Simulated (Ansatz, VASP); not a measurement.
This is a calculation of Zn for VASP 6.6.1.

INCAR

```
PREC = Accurate ; ENCUT = 520
EDIFF = 1E-7 ; ISMEAR = -1
SIGMA = 0.05 ; LREAL = False
LASPH = True ; NELM = 80
ALGO = Normal ; ISIF = 2
LWAVE = False ; LCHARG = False
GGA = PS ; NBANDS = 12
```

KPOINTS

```
regular mesh
0
Gamma
  12 12 12
```

Contents of POSCAR:

```
Zn
1.0
   -1.5794282763      1.5794282763      1.5794282763
    1.5794282763     -1.5794282763      1.5794282763
    1.5794282763      1.5794282763     -1.5794282763
Zn
1
Direct
    0.0000000000      0.0000000000      0.0000000000
```

Potentials or basis: VASP PAW PBE potentials, release 64 (Zn).

Run with:

```bash
$ cat potpaw_PBE.64/Zn/POTCAR > POTCAR
$ mpirun -np 1 vasp_std > vasp.out
```

**Question.** Set up the same calculation for Ansatz 0.2.0. Potentials there: Ansatz PAW.

**Answer.** As run (the cutoff follows the program's own potentials):

The input input.yaml:

```yaml
crystal:
  lattice:
    - [-1.5794282763, 1.5794282763, 1.5794282763]
    - [1.5794282763, -1.5794282763, 1.5794282763]
    - [1.5794282763, 1.5794282763, -1.5794282763]
  atoms:
    - { symbol: Zn, position: [0.0, 0.0, 0.0] }
hamiltonian:
  xc: pbesol
  pseudopotentials: { kind: paw }
kpoints:
  mp_grid: { grid: [12, 12, 12] }
scf:
  occupations: { method: fermi_dirac, width: 0.05 }
output:
  forces: true
  stress: true
  eigenvalues: true
```

Potentials or basis: Ansatz PAW.

Run with:

```bash
$ ansatz run input.yaml --threads 1 --pin off --max-ram 3584MiB --backend cpu --events-out ev --progress --plain --runs-dir out
```

Both were run:

|  | VASP | Ansatz | Ansatz less VASP |
| --- | --- | --- | --- |
| gap on the k mesh at the Fermi level (eV) | none | none | - |
| pressure (GPa) | -5.9 | -6.1 | -0.27 |

A gap of «none» marks a metal or a gap that the smearing closes.

Caveats: the PAW data sets were made with another functional, which shifts forces and pressure a little (VASP); the PAW data sets come from PBE, with cores solved anew for the run's functional, which leaves a small shift of forces and pressure (Ansatz).
